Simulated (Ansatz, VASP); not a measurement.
CaO in VASP and in Ansatz

```
CELL_PARAMETERS angstrom
4.10044 0.00000 0.00000
-2.05022 3.55108 0.00000
0.00000 0.00000 4.91484
ATOMIC_POSITIONS crystal
Ca 0.33333 0.66667 0.75000
Ca 0.66667 0.33333 0.25000
O 0.33333 0.66667 0.25000
O 0.66667 0.33333 0.75000
```

Alike in both runs: task single point; functional r2SCAN; k mesh 9 × 9 × 6; occupations gaussian, width 0.02 eV; no spin polarisation.

|  | VASP | Ansatz |
| --- | --- | --- |
| version | VASP 6.6.1 | Ansatz 0.2.0 |
| potentials or method | VASP PAW PBE potentials, release 64 (Ca_sv, O) | scalar-relativistic, plane waves, PAW |
| plane-wave cutoff (eV) | 520 | 500 |
| valence electrons in the cell | 32 | 32 |

|  | VASP | Ansatz | Ansatz less VASP |
| --- | --- | --- | --- |
| gap on the k mesh at the Fermi level (eV) | 3.30 | 3.32 | +0.017 |
| least direct gap on the mesh (eV) | 3.30 | 3.32 | +0.017 |
| pressure (GPa) | -6.3 | -7.0 | -0.67 |
| largest component of the traceless stress (GPa) | 0.62 | 0.56 | -0.057 |

The functional is the same, so the differences come from potentials, cutoffs and numerics.

Caveats: the PAW data sets were made with another functional, which shifts forces and pressure a little (VASP); an odd mesh through Γ misses points on the zone boundary, where band edges often lie.
